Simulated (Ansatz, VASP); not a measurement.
## SiC2: VASP beside Ansatz

```
Si C
1.0
     2.54552    0.00000    0.00000
    -1.27276    2.20449    0.00000
     0.00000    0.00000    8.99973
Si C
2 4
Cartesian
  0.0000 1.4697 2.2499
  1.2728 0.7348 6.7498
  0.0000 1.4697 0.2115
  0.0000 1.4697 4.2884
  1.2728 0.7348 8.7882
  1.2728 0.7348 4.7114
```

Alike in both runs: functional PBE; k mesh 18 × 18 × 4; occupations gaussian, width 0.1 eV; no spin polarisation.

Ansatz relaxed the structure, and its values are those at the end. VASP's run is a single point on that final structure, the one shown.

```csv
,VASP,Ansatz
version,VASP 6.6.1,Ansatz 0.2.0
potentials or method,"VASP PAW PBE potentials, release 64 (Si, C)","scalar-relativistic, plane waves, PAW"
plane-wave cutoff (eV),520,420
valence electrons in the cell,24,24
```

VASP gave:

- gap on the k mesh at the Fermi level (eV): none
- pressure (GPa): 0.2
- rms of the force components (eV/Å): 0.006

Problem. Estimate Ansatz's values.

Solution. gap on the k mesh at the Fermi level (eV): none; pressure (GPa): 0.0; rms of the force components (eV/Å): 0.000.

A gap of «none» marks a metal or a gap that the smearing closes.
